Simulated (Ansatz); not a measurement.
SrF2:
```xyz
3
Lattice="0.0000 2.8791 2.8791 2.8791 0.0000 2.8791 2.8791 2.8791 0.0000" Properties=species:S:1:pos:R:3 pbc="T T T"
Sr     0.0000     0.0000     0.0000
F      4.3187     4.3187     4.3187
F      1.4396     1.4396     1.4396
```

Tensor components refer to the Cartesian frame of this cell.

### Question
Give the high-frequency dielectric tensor and the Born effective charge tensors of the independent atoms from DFPT, PBEsol in the plane-wave PAW code Ansatz.

### Answer

ε∞:
```
2.29  0.00  0.00
0.00  2.29  0.00
0.00  0.00  2.29
```
Z* of atom 1 (Sr), rows: field, columns: displacement, in e:
```
2.42  0.00  0.00
0.00  2.42  0.00
0.00  0.00  2.42
```
Z* of atom 2 (F), rows: field, columns: displacement, in e:
```
-1.21   0.00   0.00
 0.00  -1.21   0.00
 0.00   0.00  -1.21
```

Space group Fm-3m (fluorite). Symmetry was held in the PBEsol relaxation. Spin–orbit coupling is left out wherever it is not named.

Potentials: the later of the program's two PAW sets.
